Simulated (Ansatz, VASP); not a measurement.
NaCl: VASP beside Ansatz

```
Na Cl
1.0
     0.00000    2.78775    2.78775
     2.78775    0.00000    2.78775
     2.78775    2.78775    0.00000
Na Cl
1 1
Direct
  0.00000 0.00000 0.00000
  0.50000 0.50000 0.50000
```

Alike in both runs: functional PBE; dispersion D3(BJ); k mesh 8 × 8 × 8; occupations gaussian, width 0.02 eV; no spin polarisation.

Ansatz relaxed the structure, and its values are those at the end. VASP's run is a single point on that final structure, the one shown.

```csv
,VASP,Ansatz
version,VASP 6.6.1,Ansatz 0.2.0
potentials or method,"VASP PAW PBE potentials, release 64 (Na_pv, Cl)","scalar-relativistic, plane waves, PAW"
plane-wave cutoff (eV),520,420
valence electrons in the cell,14,16
```

```csv
,VASP,Ansatz,Ansatz less VASP
gap on the k mesh at the Fermi level (eV),5.24,5.24,0.000
least direct gap on the mesh (eV),5.24,5.24,0.000
pressure (GPa),0.0,0.0,+0.03
```

The two sets of potentials don't hold the same shells in valence.
